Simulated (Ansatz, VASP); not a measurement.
## Two plane-wave programs on BaS

```
Ba S
1.0
     0.00000    3.21180    3.40386
     3.21180    0.00000    3.40386
     3.21180    3.21180    0.00000
Ba S
1 1
Cartesian
  0.0000 0.0000 0.0000
  3.2118 3.2118 3.4039
```

Change from the starting cell: uniaxial_z strain +6.0%.

Alike in both runs: task single point; functional PBE; k mesh 8 × 8 × 8; occupations fermi-dirac, width 0.02 eV; no spin polarisation.

|  | VASP | Ansatz |
| --- | --- | --- |
| version | VASP 6.6.1 | Ansatz 0.2.0 |
| potentials or method | VASP PAW PBE potentials, release 64 (Ba_sv, S) | plane waves, PAW |
| plane-wave cutoff (eV) | 520 | 420 |
| valence electrons in the cell | 16 | 16 |

Ansatz gave:

```
gap on the k mesh at the Fermi level (eV)       : 2.26
pressure (GPa)                                  : -1.8
largest component of the traceless stress (GPa) : 1.81
```

Estimate VASP's values.

gap on the k mesh at the Fermi level (eV): 2.17; pressure (GPa): -1.3; largest component of the traceless stress (GPa): 2.02.

The functional is the same, so the differences come from potentials, cutoffs and numerics.

Caveats: spin-orbit coupling is left out, which moves the levels of the heavy elements. A k mesh can miss the band edges.
